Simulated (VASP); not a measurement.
Wanted: the native input for a VASP 6.6.1 run.

```yaml
Task: relaxation of cell and atoms
Functional: PBEsol
Potentials_or_basis: VASP PAW PBE potentials, release 64 (C)
Cutoff: 600 eV
k_mesh: 8 × 8 × 4
Occupations: fermi-dirac, width 0.05 eV
Spin: no spin polarisation
Dipole_correction: no
Further_INCAR_settings: ALGO = Fast; EDIFF = 1e-06; IBRION = 2; EDIFFG = -0.01; NSW = 80; ISIF = 3
```

The structure of C lies in POSCAR:

```
C
1.0
    2.5199982604      0.0000000000      0.0000000000
   -1.2599991302      2.1823825110      0.0000000000
    0.0000000000      0.0000000000      4.1200000000
C
4
Direct
    0.3333333333      0.6666666667      0.0625000000
    0.6666666667      0.3333333333      0.5625000000
    0.3333333333      0.6666666667      0.4375000000
    0.6666666667      0.3333333333      0.9375000000
```

One way to write it, as run:

INCAR

```
SYSTEM = C
  PREC = Accurate
  ENCUT = 600
  EDIFF = 1E-6
  ISMEAR = -1
  SIGMA = 0.05
  LREAL = .FALSE.
  LASPH = .TRUE.
  NELM = 60
  ALGO = Fast
  ISIF = 3
  LWAVE = .FALSE.
  LCHARG = .FALSE.
  GGA = PS
  IBRION = 2
  NSW = 80
  EDIFFG = -0.01
```

KPOINTS

```
Automatic mesh
0
G
  8 8 4
  0 0 0
```

Potentials or basis: VASP PAW PBE potentials, release 64 (C).

Command:

```console
$ cat potpaw_PBE.64/C/POTCAR > POTCAR
$ mpirun -np 1 vasp_std > vasp.out
```

Results of the run:

- Relaxed volume: 5.63 Å³/atom
- Relaxed cell: a = 2.500 Å, b = 2.500 Å, c = 4.161 Å, α = 90.00°, β = 90.00°, γ = 120.00°
- Space group after relaxing (to 0.05 Å): P6_3/mmc (No. 194)
- Energy gained by relaxing: 5.4 meV/atom
- Ionic steps: 6
- Pressure after relaxing: -0.1 GPa
- Band gap on the k mesh: 3.42 eV, indirect (least direct gap 4.91 eV)

Caveat: the PAW data sets were made with another functional, which shifts forces and pressure a little.

It took 33 s on 1 thread of Intel(R) Xeon(R) Platinum 8559C (Emerald Rapids) (shared host), peak memory 0.13 GiB.
